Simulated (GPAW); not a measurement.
Input of a GPAW 26.7.0 run:

Contents of run.py:

```python
from ase.eos import EquationOfState
from ase.io import Trajectory, read
from ase.units import GPa
from gpaw import GPAW, PW

atoms = read('POSCAR')

traj = Trajectory('eos.traj', 'w')
volumes, energies = [], []
for x in [0.94, 0.96, 0.98, 1.0, 1.02, 1.04, 1.06]:
    a = atoms.copy()
    a.set_cell(atoms.cell * x**(1 / 3), scale_atoms=True)
    calc = GPAW(mode=PW(600),
                xc={'name': 'optB88-vdW', 'backend': 'libvdwxc'},
                kpts={'size': (11, 11, 11), 'gamma': True},
                occupations={'name': 'fermi-dirac', 'width': 0.05},
                nbands=18,
                convergence={'density': 1e-05, 'energy': 1e-05},
                maxiter=150,
                legacy_gpaw=True,
                txt=f'eos-{x:.2f}.txt')
    a.calc = calc
    energies.append(a.get_potential_energy(force_consistent=True))
    volumes.append(a.get_volume())
    calc.write(f'eos-{x:.2f}.gpw')
    traj.write(a)
    print(f'{x:.2f} {volumes[-1]:10.4f} A^3 {energies[-1]:14.6f} eV', flush=True)

v0, e0, B = EquationOfState(volumes, energies, eos='birchmurnaghan').fit()
print(f'V0 = {v0:.4f} A^3, E0 = {e0:.6f} eV, B0 = {B / GPa:.2f} GPa')
```

POSCAR

```
Ag
1.0
    0.0000000000      2.0427500000      2.0427500000
    2.0427500000      0.0000000000      2.0427500000
    2.0427500000      2.0427500000      0.0000000000
Ag
1
Direct
    0.0000000000      0.0000000000      0.0000000000
```

Potentials or basis: GPAW PAW data sets (gpaw-data 1.2.1), pw.

Command:

```console
$ OMP_NUM_THREADS=1 python run.py
```

(1) What does it give for the bulk modulus?

(2) What does it give for the equilibrium volume?

## Answers

(1) 81 GPa (rough).

(2) 18.23 Å³/atom (rough: see the caveat).

Caveat: the fit is doubtful: noisy points or a state that changes with volume; the minimum lies outside the volumes run; the PAW data sets were made with another functional, which shifts forces and pressure a little.
